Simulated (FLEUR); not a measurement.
# TiC (Fm-3m) in FLEUR: notebook

One crystal, TiC, is run at these levels: PBEsol; tasks: band structure, equation of state.

Program: FLEUR MaX-R8.1 (later development tree). These are calculated values, not measurements. Logs are shortened: lines on timing, memory, paths and dates and some standing lists are left out, and cuts for length are marked.

### 1 The crystal as given

Symmetry: Fm-3m, No. 225, cubic system. The conventional cell has a = 4.331 Å, b = 4.331 Å, c = 4.331 Å, α = 90.00°, β = 90.00°, γ = 90.00°. Ti (site symmetry m-3m) is surrounded by 6 C at 2.17 Å. C (site symmetry m-3m) is surrounded by 6 Ti at 2.17 Å.

The cell is a database's computed one.

### 2 Band structure, PBEsol

inp.xml

```xml
<?xml version="1.0" encoding="UTF-8" standalone="no"?>
<fleurInput fleurInputVersion="0.39">
   <comment>
      TiC                                                                                                 
   </comment>
   <calculationSetup>
      <cutoffs Kmax="4.56" Gmax="14.1" GmaxXC="14.1" numbands="0"/>
      <scfLoop itmax="60" minDistance="0.00001" maxIterBroyd="15" imix="Anderson" alpha="0.05" precondParam="0.0" spinf="2.0" sdNocoIR="T"/>
      <coreElectrons ctail="T" frcor="F" kcrel="0" coretail_lmax="0"/>
      <xcFunctional name="PBEs" relativisticCorrections="F"/>
      <magnetism jspins="1"/>
      <soc l_soc="F" theta="0.0" phi="0.0" spav="F"/>
      <expertModes spex="0" secvar="F"/>
      <geometryOptimization l_f="F" forcealpha="1.0" forcemix="BFGS" epsdisp="0.00001" epsforce="0.00001"/>
      <ldaU l_linMix="F" mixParam="0.05" spinf="1.0"/>
   </calculationSetup>
   <cell>
      <bzIntegration valenceElectrons="16.0" mode="hist" fermiSmearingEnergy="0.00183747">
         <kPointListSelection listName="default-1"/>
         <!-- k-points included here -->
         <xi:include xmlns:xi="http://www.w3.org/2001/XInclude" href="kpts.xml"> </xi:include>
      </bzIntegration>
      <!-- symmetry operations included here -->
      <xi:include xmlns:xi="http://www.w3.org/2001/XInclude" href="sym.xml"> </xi:include>
      <bulkLattice scale="1.0">
[... 31 lines left out ...]
            <stateOccupation state="(2p3/2)" spinUp="0.666667" spinDown="0.666667"/>
         </electronConfig>
         <energyParameters s="2" p="2" d="3" f="4"/>
         <lo type="SCLO" l="0" n="2" eDeriv="2"/>
         <lo type="SCLO" l="1" n="2" eDeriv="2"/>
         <lo type="SCLO" l="2" n="3" eDeriv="2"/>
      </species>
   </atomSpecies>
   <atomGroups>
      <atomGroup species="Titanium (Ti)">
         <relPos label="                   1">.0000000000 .0000000000 .0000000000</relPos>
         <force calculate="T" relaxXYZ="TTT"/>
      </atomGroup>
      <atomGroup species="Carbon (C)">
         <relPos label="                   2">1.000/2.000 1.000/2.000 1.000/2.000</relPos>
         <force calculate="T" relaxXYZ="TTT"/>
      </atomGroup>
   </atomGroups>
   <output dos="F" band="F" slice="F">
      <checks vchk="F" cdinf="F"/>
      <bandDOS minEnergy="-.5*Htr" maxEnergy="0.5*Htr" sigma="0.015" storeEVData="T"/>
      <vacuumDOS vacdos="F" integ="F" star="F" nstars="0" locx1="0.0" locy1="0.0" locx2="0.0" locy2="0.0" nstm="0" tworkf="0.0"/>
      <unfoldingBand unfoldBand="F" supercellX="1" supercellY="1" supercellZ="1"/>
      <plotting iplot="0" polar="F">
         <plot TwoD="T" vec1="  1.0  0.0  0.0" vec2="  0.0  1.0  0.0" vec3="  0.0  0.0  1.0" zero="  0.0  0.0  0.0" file="plot"/>
      </plotting>
      <chargeDensitySlicing numkpt="0" minEigenval="0.0" maxEigenval="0.0" nnne="0" pallst="F"/>
      <specialOutput eonly="F"/>
      <moessbauerParams electricFieldGradient="T" isomerShift="T" coreHyperfine="T" valenceHyperfine="T"/>
      <magneticCircularDichroism mcd="F" energyLo="-10.0" energyUp="0.0"/>
   </output>
  <!-- We include the file relax.xml here to enable relaxations (see documentation) -->
  <xi:include xmlns:xi="http://www.w3.org/2001/XInclude" href="relax.xml"> <xi:fallback/> </xi:include>
</fleurInput>
```

crystal.txt

```
TiC
&input cartesian=F /
0.0000000000  2.1657188437  2.1657188437
2.1657188437  0.0000000000  2.1657188437
2.1657188437  2.1657188437  0.0000000000
1.8897261246
1.0 1.0 1.0

2
22 0.0000000000  0.0000000000  0.0000000000
6 0.5000000000  0.5000000000  0.5000000000

&kpt div1=11 div2=11 div3=11 gamma=T /
```

inp.xml (bands)

```
<?xml version="1.0" encoding="UTF-8" standalone="no"?>
<fleurInput fleurInputVersion="0.39">
   <comment>
      TiC                                                                                                 
   </comment>
   <calculationSetup>
      <cutoffs Kmax="4.56" Gmax="14.1" GmaxXC="14.1" numbands="0"/>
      <scfLoop itmax="60" minDistance="0.00001" maxIterBroyd="15" imix="Anderson" alpha="0.05" precondParam="0.0" spinf="2.0" sdNocoIR="T"/>
      <coreElectrons ctail="T" frcor="F" kcrel="0" coretail_lmax="0"/>
      <xcFunctional name="PBEs" relativisticCorrections="F"/>
      <magnetism jspins="1"/>
      <soc l_soc="F" theta="0.0" phi="0.0" spav="F"/>
      <expertModes spex="0" secvar="F"/>
      <geometryOptimization l_f="F" forcealpha="1.0" forcemix="BFGS" epsdisp="0.00001" epsforce="0.00001"/>
      <ldaU l_linMix="F" mixParam="0.05" spinf="1.0"/>
   </calculationSetup>
   <cell>
      <bzIntegration valenceElectrons="16.0" mode="hist" fermiSmearingEnergy="0.00183747">
         <kPointListSelection listName="path-1"/>
         <!-- k-points included here -->
         <xi:include xmlns:xi="http://www.w3.org/2001/XInclude" href="kpts.xml"> </xi:include>
      </bzIntegration>
      <!-- symmetry operations included here -->
      <xi:include xmlns:xi="http://www.w3.org/2001/XInclude" href="sym.xml"> </xi:include>
      <bulkLattice scale="1.0">
         <bravaisMatrix>
[... 31 lines left out ...]
         </electronConfig>
         <energyParameters s="2" p="2" d="3" f="4"/>
         <lo type="SCLO" l="0" n="2" eDeriv="2"/>
         <lo type="SCLO" l="1" n="2" eDeriv="2"/>
         <lo type="SCLO" l="2" n="3" eDeriv="2"/>
      </species>
   </atomSpecies>
   <atomGroups>
      <atomGroup species="Titanium (Ti)">
         <relPos label="                   1">.0000000000 .0000000000 .0000000000</relPos>
         <force calculate="T" relaxXYZ="TTT"/>
      </atomGroup>
      <atomGroup species="Carbon (C)">
         <relPos label="                   2">1.000/2.000 1.000/2.000 1.000/2.000</relPos>
         <force calculate="T" relaxXYZ="TTT"/>
      </atomGroup>
   </atomGroups>
   <output dos="F" band="T" slice="F">
      <checks vchk="F" cdinf="F"/>
      <bandDOS minEnergy="-.5*Htr" maxEnergy="0.5*Htr" sigma="0.015" storeEVData="T"/>
      <vacuumDOS vacdos="F" integ="F" star="F" nstars="0" locx1="0.0" locy1="0.0" locx2="0.0" locy2="0.0" nstm="0" tworkf="0.0"/>
      <unfoldingBand unfoldBand="F" supercellX="1" supercellY="1" supercellZ="1"/>
      <plotting iplot="0" polar="F">
         <plot TwoD="T" vec1="  1.0  0.0  0.0" vec2="  0.0  1.0  0.0" vec3="  0.0  0.0  1.0" zero="  0.0  0.0  0.0" file="plot"/>
      </plotting>
      <chargeDensitySlicing numkpt="0" minEigenval="0.0" maxEigenval="0.0" nnne="0" pallst="F"/>
      <specialOutput eonly="F"/>
      <moessbauerParams electricFieldGradient="T" isomerShift="T" coreHyperfine="T" valenceHyperfine="T"/>
      <magneticCircularDichroism mcd="F" energyLo="-10.0" energyUp="0.0"/>
   </output>
  <!-- We include the file relax.xml here to enable relaxations (see documentation) -->
  <xi:include xmlns:xi="http://www.w3.org/2001/XInclude" href="relax.xml"> <xi:fallback/> </xi:include>
</fleurInput>
```

Potentials or basis: all-electron, FLAPW.

Launch:

```sh
inpgen -f crystal.txt -profile fastHighL
# inp.xml edited to the form shown
fleur_MPI
fleur_MPI   # second run, on inp.xml (bands)
```

What it wrote:

```text
Welcome to FLEUR        (www.flapw.de)
      MaX-Release 8.1          (www.max-centre.eu)

 ========== k-point set info ==========
 Selected k-point list: default-1
 k-point list type: mesh
 11 x 11 x 11
 Number of k points: 56

 ------------Calculation Setup---------------------------
 Number of MPI-tasks      :            1
 Number of PE/node        :            1
 Number of OMP-threads    :            1
 Most efficient MPI parallelization for:
           1           2           4           7           8          14          28          56
 Additional eigenvalue parallelization possible
 Number of basis functions:          299
 Approximate size of matrices (H+S) per k-point:         0.001 GB
 --------------------------------------------------------
Nuclear radius smaller than smallest radial mesh point for atom type 2 -- skipping its core isomer shift
Nuclear radius smaller than smallest radial mesh point for atom type 2 -- skipping its isomer shift
 Iteration:     1   Distance:      28.88165624 me/bohr^3
Nuclear radius smaller than smallest radial mesh point for atom type 2 -- skipping its core isomer shift
Nuclear radius smaller than smallest radial mesh point for atom type 2 -- skipping its isomer shift
 Iteration:     2   Distance:      23.50191169 me/bohr^3
Nuclear radius smaller than smallest radial mesh point for atom type 2 -- skipping its core isomer shift
Nuclear radius smaller than smallest radial mesh point for atom type 2 -- skipping its isomer shift
 Iteration:     3   Distance:       7.91352303 me/bohr^3
Nuclear radius smaller than smallest radial mesh point for atom type 2 -- skipping its core isomer shift
Nuclear radius smaller than smallest radial mesh point for atom type 2 -- skipping its isomer shift
 Iteration:     4   Distance:       7.49368129 me/bohr^3
Nuclear radius smaller than smallest radial mesh point for atom type 2 -- skipping its core isomer shift
Nuclear radius smaller than smallest radial mesh point for atom type 2 -- skipping its isomer shift
 Iteration:     5   Distance:       1.98833817 me/bohr^3
Nuclear radius smaller than smallest radial mesh point for atom type 2 -- skipping its core isomer shift
Nuclear radius smaller than smallest radial mesh point for atom type 2 -- skipping its isomer shift
 Iteration:     6   Distance:       1.98652328 me/bohr^3
Nuclear radius smaller than smallest radial mesh point for atom type 2 -- skipping its core isomer shift
Nuclear radius smaller than smallest radial mesh point for atom type 2 -- skipping its isomer shift
 Iteration:     7   Distance:       0.24029998 me/bohr^3
Nuclear radius smaller than smallest radial mesh point for atom type 2 -- skipping its core isomer shift
Nuclear radius smaller than smallest radial mesh point for atom type 2 -- skipping its isomer shift
 Iteration:     8   Distance:       0.39106519 me/bohr^3
Nuclear radius smaller than smallest radial mesh point for atom type 2 -- skipping its core isomer shift
Nuclear radius smaller than smallest radial mesh point for atom type 2 -- skipping its isomer shift
 Iteration:     9   Distance:       0.04411920 me/bohr^3
Nuclear radius smaller than smallest radial mesh point for atom type 2 -- skipping its core isomer shift
Nuclear radius smaller than smallest radial mesh point for atom type 2 -- skipping its isomer shift
 Iteration:    10   Distance:       0.02798382 me/bohr^3
Nuclear radius smaller than smallest radial mesh point for atom type 2 -- skipping its core isomer shift
Nuclear radius smaller than smallest radial mesh point for atom type 2 -- skipping its isomer shift
 Iteration:    11   Distance:       0.00312208 me/bohr^3
Nuclear radius smaller than smallest radial mesh point for atom type 2 -- skipping its core isomer shift
Nuclear radius smaller than smallest radial mesh point for atom type 2 -- skipping its isomer shift
 Iteration:    12   Distance:       0.00236060 me/bohr^3
Nuclear radius smaller than smallest radial mesh point for atom type 2 -- skipping its core isomer shift
Nuclear radius smaller than smallest radial mesh point for atom type 2 -- skipping its isomer shift
 Iteration:    13   Distance:       0.00010158 me/bohr^3
Nuclear radius smaller than smallest radial mesh point for atom type 2 -- skipping its core isomer shift
Nuclear radius smaller than smallest radial mesh point for atom type 2 -- skipping its isomer shift
 Iteration:    14   Distance:       0.00001319 me/bohr^3
Nuclear radius smaller than smallest radial mesh point for atom type 2 -- skipping its core isomer shift
Nuclear radius smaller than smallest radial mesh point for atom type 2 -- skipping its isomer shift
 Iteration:    15   Distance:       0.00000934 me/bohr^3

 ********************************************************************
 Run finished successfully
 Stop message:
   all done
 ********************************************************************
```

It took 20 s on 1 thread of Arm Neoverse V2, shared host; peak memory 0.06 GiB.

Results:

```
Free energy                                           : -24242.2666 eV
Band gap along the path                               : none (metal or under the smearing width)
Valence electrons inside the program's atomic spheres : Ti 9.93; C 2.81 (radii Ti 2.15, C 1.64 bohr)
```

Levels at the corners of the path, in eV from the Fermi level:
```tsv
point	band 5	band 6	band 7	band 8	band 9	band 10	band 11	band 12
Γ	-12.43	0.61	0.61	0.61	1.65	1.65	1.65	1.68
X	-10.12	-3.50	-1.73	-0.08	-0.08	2.69	3.48	3.48
W	-9.52	-3.22	-3.22	-2.76	2.74	2.74	3.48	5.12
K	-9.59	-3.56	-3.42	-1.77	1.39	3.09	3.79	5.42
Γ	-12.43	0.61	0.61	0.61	1.65	1.65	1.65	1.68
L	-8.90	-5.93	-2.95	-2.95	2.87	2.87	4.06	8.09
U	-9.59	-3.56	-3.42	-1.77	1.39	3.09	3.79	5.42
W	-9.52	-3.22	-3.22	-2.76	2.74	2.74	3.48	5.12
L	-8.90	-5.93	-2.95	-2.95	2.87	2.87	4.06	8.09
K	-9.59	-3.56	-3.42	-1.77	1.39	3.09	3.79	5.42
U	-9.59	-3.56	-3.42	-1.77	1.39	3.09	3.79	5.42
X	-10.12	-3.50	-1.73	-0.08	-0.08	2.69	3.48	3.48
```

Core levels (eV from the Fermi level):
| atom | levels |
| --- | --- |
| 1 Ti | 1s1/2 -4855.8, 2s1/2 -530.2, 2p1/2 -441.7, 2p3/2 -436.0 |
| 2 C | 1s1/2 -263.4 |

### 3 Equation of state, PBEsol, 9.55 Å³/atom (volume scaled by 0.94)

Changes to inp.xml since step 2:

```diff
@@ -6,3 +6,3 @@
    <calculationSetup>
-      <cutoffs Kmax="4.56" Gmax="14.1" GmaxXC="14.1" numbands="0"/>
+      <cutoffs Kmax="4.71" Gmax="14.6" GmaxXC="14.6" numbands="0"/>
       <scfLoop itmax="60" minDistance="0.00001" maxIterBroyd="15" imix="Anderson" alpha="0.05" precondParam="0.0" spinf="2.0" sdNocoIR="T"/>
@@ -24,3 +24,3 @@
       <xi:include xmlns:xi="http://www.w3.org/2001/XInclude" href="sym.xml"> </xi:include>
-      <bulkLattice scale="1.0">
+      <bulkLattice scale="0.9795861087">
          <bravaisMatrix>
@@ -34,3 +34,3 @@
       <species name="Titanium (Ti)" element="Ti" atomicNumber="22">
-         <mtSphere radius="2.15" gridPoints="711" logIncrement="0.017"/>
+         <mtSphere radius="2.08" gridPoints="711" logIncrement="0.017"/>
          <atomicCutoffs lmax="9" lnonsphr="7"/>
@@ -50,3 +50,3 @@
       <species name="Carbon (C)" element="C" atomicNumber="6">
-         <mtSphere radius="1.64" gridPoints="543" logIncrement="0.019"/>
+         <mtSphere radius="1.59" gridPoints="543" logIncrement="0.019"/>
          <atomicCutoffs lmax="8" lnonsphr="6"/>
```

Potentials or basis: all-electron, FLAPW.

Launch:

```sh
inpgen -f crystal.txt -profile fastHighL
# inp.xml edited to the form shown
fleur_MPI
```

What it wrote:

```text
Welcome to FLEUR        (www.flapw.de)
      MaX-Release 8.1          (www.max-centre.eu)

 ========== k-point set info ==========
 Selected k-point list: default-1
 k-point list type: mesh
 11 x 11 x 11
 Number of k points: 56

 ------------Calculation Setup---------------------------
 Number of MPI-tasks      :            1
 Number of PE/node        :            1
 Number of OMP-threads    :            1
 Most efficient MPI parallelization for:
           1           2           4           7           8          14          28          56
 Additional eigenvalue parallelization possible
 Number of basis functions:          329
 Approximate size of matrices (H+S) per k-point:         0.002 GB
 --------------------------------------------------------
 Iteration:     1   Distance:      29.69656768 me/bohr^3
 Iteration:     2   Distance:      24.29000179 me/bohr^3
 Iteration:     3   Distance:       7.92676482 me/bohr^3
 Iteration:     4   Distance:       7.26305239 me/bohr^3
 Iteration:     5   Distance:       1.61886556 me/bohr^3
 Iteration:     6   Distance:       1.96141484 me/bohr^3
 Iteration:     7   Distance:       0.22528758 me/bohr^3
 Iteration:     8   Distance:       0.34875674 me/bohr^3
 Iteration:     9   Distance:       0.03168300 me/bohr^3
 Iteration:    10   Distance:       0.01238200 me/bohr^3
 Iteration:    11   Distance:       0.00292406 me/bohr^3
 Iteration:    12   Distance:       0.00044834 me/bohr^3
 Iteration:    13   Distance:       0.00008423 me/bohr^3
 Iteration:    14   Distance:       0.00001664 me/bohr^3
 Iteration:    15   Distance:       0.00000304 me/bohr^3

 ********************************************************************
 Run finished successfully
 Stop message:
   all done
 ********************************************************************
```

out.xml (last iteration):

```text
<iteration numberForCurrentRun="   15" overallNumber="   15">
         <energyParameters units="Htr">
            <atomicEP atomType="1" spin="1" branch="4s" branchLowest="-1.50" branchHighest="3.58" value="0.2337327794"/>
            <atomicEP atomType="1" spin="1" branch="4p" branchLowest="-0.57" branchHighest="4.12" value="0.3393758035"/>
            <atomicEP atomType="1" spin="1" branch="3d" branchLowest="-9.99" branchHighest="0.88" value="0.4035233458"/>
[... 93 lines left out ...]
            </atomTypeDependentContributions>
            <tkbTimesEntropy value="0.0000944516"/>
            <freeEnergy value="-890.8865183383"/>
            <extrapolationTo0K value="-890.8864711126"/>
         </totalEnergy>
         <densityConvergence units="me/bohr^3">
            <chargeDensity spin="1" distance="0.0000030386"/>
         </densityConvergence>
      </iteration>
```

It took 20 s on 1 thread of Arm Neoverse V2, shared host; peak memory 0.08 GiB.

What came out:

```
Free energy                                           : -24242.2572 eV
Band gap on the k mesh                                : none (metal or under the smearing width)
Valence electrons inside the program's atomic spheres : Ti 9.83; C 2.71 (radii Ti 2.08, C 1.59 bohr)
```

### 4 Equation of state, PBEsol, 9.75 Å³/atom (volume scaled by 0.96)

Changes to inp.xml since step 3:

```diff
@@ -24,3 +24,3 @@
       <xi:include xmlns:xi="http://www.w3.org/2001/XInclude" href="sym.xml"> </xi:include>
-      <bulkLattice scale="0.9795861087">
+      <bulkLattice scale="0.9864848297">
          <bravaisMatrix>
```

Launch:

```sh
inpgen -f crystal.txt -profile fastHighL
# inp.xml edited to the form shown
fleur_MPI
```

Run time: 20 s. Hardware: 1 thread of Arm Neoverse V2, shared host; peak memory 0.08 GiB.

It converged, with:

```yaml
Free_energy: -24242.2749 eV
Band_gap_on_the_k_mesh: none (metal or under the smearing width)
Valence_electrons_inside_the_program's_atomic_spheres: Ti 9.80; C 2.69 (radii Ti 2.08, C 1.59 bohr)
```

### 5 Equation of state, PBEsol, 10.16 Å³/atom

Changes to inp.xml since step 4:

```diff
@@ -24,3 +24,3 @@
       <xi:include xmlns:xi="http://www.w3.org/2001/XInclude" href="sym.xml"> </xi:include>
-      <bulkLattice scale="0.9864848297">
+      <bulkLattice scale="1.0000000000">
          <bravaisMatrix>
```

Launch:

```sh
inpgen -f crystal.txt -profile fastHighL
# inp.xml edited to the form shown
fleur_MPI
```

Wall time 21 s (1 thread of Arm Neoverse V2, shared host); peak memory 0.08 GiB.

It converged, with:

| Quantity | Value |
| --- | --- |
| Free energy | -24242.2669 eV |
| Band gap on the k mesh | none (metal or under the smearing width) |
| Valence electrons inside the program's atomic spheres | Ti 9.75; C 2.66 (radii Ti 2.08, C 1.59 bohr) |

### 6 Equation of state, PBEsol, 10.56 Å³/atom (volume scaled by 1.04)

Changes to inp.xml since step 5:

```diff
@@ -24,3 +24,3 @@
       <xi:include xmlns:xi="http://www.w3.org/2001/XInclude" href="sym.xml"> </xi:include>
-      <bulkLattice scale="1.0000000000">
+      <bulkLattice scale="1.0131594038">
          <bravaisMatrix>
```

Potentials or basis: all-electron, FLAPW.

Launch:

```sh
inpgen -f crystal.txt -profile fastHighL
# inp.xml edited to the form shown
fleur_MPI
```

Run time: 20 s. Hardware: 1 thread of Arm Neoverse V2, shared host; peak memory 0.08 GiB.

The run converged. Its results:

- Free energy: -24242.2100 eV
- Band gap on the k mesh: none (metal or under the smearing width)
- Valence electrons inside the program's atomic spheres: Ti 9.70; C 2.62 (radii Ti 2.08, C 1.59 bohr)

### 7 Equation of state, PBEsol, 10.77 Å³/atom (volume scaled by 1.06)

Changes to inp.xml since step 6:

```diff
@@ -24,3 +24,3 @@
       <xi:include xmlns:xi="http://www.w3.org/2001/XInclude" href="sym.xml"> </xi:include>
-      <bulkLattice scale="1.0131594038">
+      <bulkLattice scale="1.0196128224">
          <bravaisMatrix>
```

Launch:

```sh
inpgen -f crystal.txt -profile fastHighL
# inp.xml edited to the form shown
fleur_MPI
```

Wall time 21 s (1 thread of Arm Neoverse V2, shared host); peak memory 0.08 GiB.

The run converged. Its results:

```
Free energy                                           : -24242.1660 eV
Band gap on the k mesh                                : none (metal or under the smearing width)
Valence electrons inside the program's atomic spheres : Ti 9.68; C 2.61 (radii Ti 2.08, C 1.59 bohr)
```

### 8 Equation of state, PBEsol

Potentials or basis: all-electron, FLAPW.

This step only gathers the single runs of the series.

What came out:

| Property | Result |
| --- | --- |
| Equilibrium volume | 9.89 Å³/atom |
| Bulk modulus | 268 GPa |
| Pressure derivative of the bulk modulus | 4.0 (rough: it moves with the points fitted) |

Energy against volume, from the lowest point:
```tsv
volume (Å³/atom)	energy (meV/atom)
9.548	8.90
9.752	0.00
10.158	4.01
10.564	32.48
10.767	54.47
```
